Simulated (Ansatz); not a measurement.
Wanted: the native input for an Ansatz 0.2.0 run.

```
Task                : single point
Functional          : PBE
Potentials or basis : Ansatz PAW
Cutoff              : 420 eV (not typed: the program's choice for these potentials)
k mesh              : 10 × 10 × 10
Occupations         : fermi-dirac, width 0.05 eV
Spin                : collinear spin, ferromagnetic start
Starting moments    : [2.2, 0.0] μB
Fixed moment        : 2.2 μB
```

FeO:

```
Fe O
1.0
    -1.60210    1.60210    2.08339
     1.60210   -1.60210    2.08339
     1.60210    1.60210   -2.08339
Fe O
1 1
Cartesian
  0.0000 0.0000 0.0000
  0.0000 0.0000 2.0834
```

The cell comes from a database or a generator and needn't be the stable form of this composition.

The input as run:

input.yaml

```yaml
crystal:
  lattice:
    - [-1.602103413, 1.602103413, 2.08339225]
    - [1.602103413, -1.602103413, 2.08339225]
    - [1.602103413, 1.602103413, -2.08339225]
  atoms:
    - { symbol: Fe, position: [0.0, 0.0, 0.0], spin: 2.2 }
    - { symbol: O, position: [0.5, 0.5, 0.0] }
hamiltonian:
  xc: pbe
  pseudopotentials: { kind: paw }
magnetization:
  spin_polarized: true
  initial_magnetization: 2.2
  spin_locking: { lock_magnetization: hard }
kpoints:
  mp_grid: { grid: [10, 10, 10] }
scf:
  occupations: { method: fermi_dirac, width: 0.05 }
  lower_state_search: "off"
output:
  forces: true
  stress: true
  eigenvalues: true
```

Potentials or basis: Ansatz PAW.

Run with:

```sh
$ ansatz run input.yaml --threads 2 --pin off --max-ram 5632MiB --backend cpu --events-out ev --progress --plain --runs-dir out
```

It gave:

* Pressure: -22.9 GPa
* Net moment: 2.20 μB per cell
* Absolute moment: 2.27 μB per cell
* Site moments: Fe +2.05; O -0.02 μB

Caveat: the pressure holds a Pulay correction of +0.6 GPa for the finite cutoff; the total moment is fixed, so each spin has its own Fermi level; a cell with one magnetic atom can't hold antiferromagnetic order, which such compounds often take; the thresholds are loose for stress.

Run time: 4.8 s on 2 threads of Arm Neoverse V1, with other jobs on the host, peak memory 0.32 GiB.
